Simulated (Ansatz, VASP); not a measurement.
# Sn3Se: VASP beside Ansatz

```
CELL_PARAMETERS angstrom
0.00000 3.73314 3.73314
3.73314 0.00000 3.73314
3.73314 3.73314 0.00000
ATOMIC_POSITIONS crystal
Sn 0.25000 0.25000 0.25000
Sn 0.75000 0.75000 0.75000
Sn 0.50000 0.50000 0.50000
Se 0.00000 0.00000 0.00000
```

The cell comes from a database or a generator and needn't be the stable form of this composition.

Alike in both runs: task single point; functional r2SCAN; k mesh 6 × 6 × 6; occupations fermi-dirac, width 0.3 eV; no spin polarisation.

|  | VASP | Ansatz |
| --- | --- | --- |
| version | VASP 6.6.1 | Ansatz 0.2.0 |
| potentials or method | VASP PAW PBE potentials, release 64 (Sn_d, Se) | plane waves, norm-conserving potentials |
| plane-wave cutoff (eV) | 520 | 1230 |
| valence electrons in the cell | 48 | 58 |

|  | VASP | Ansatz | Ansatz less VASP |
| --- | --- | --- | --- |
| gap on the k mesh at the Fermi level (eV) | none | none | - |
| pressure (GPa) | -0.5 | -0.5 | 0.00 |

A gap of «none» marks a metal or a gap that the smearing closes. The functional is the same, so the differences come from potentials, cutoffs and numerics. The two sets of potentials don't hold the same shells in valence.

Caveats: the PAW data sets were made with another functional, which shifts forces and pressure a little (VASP).
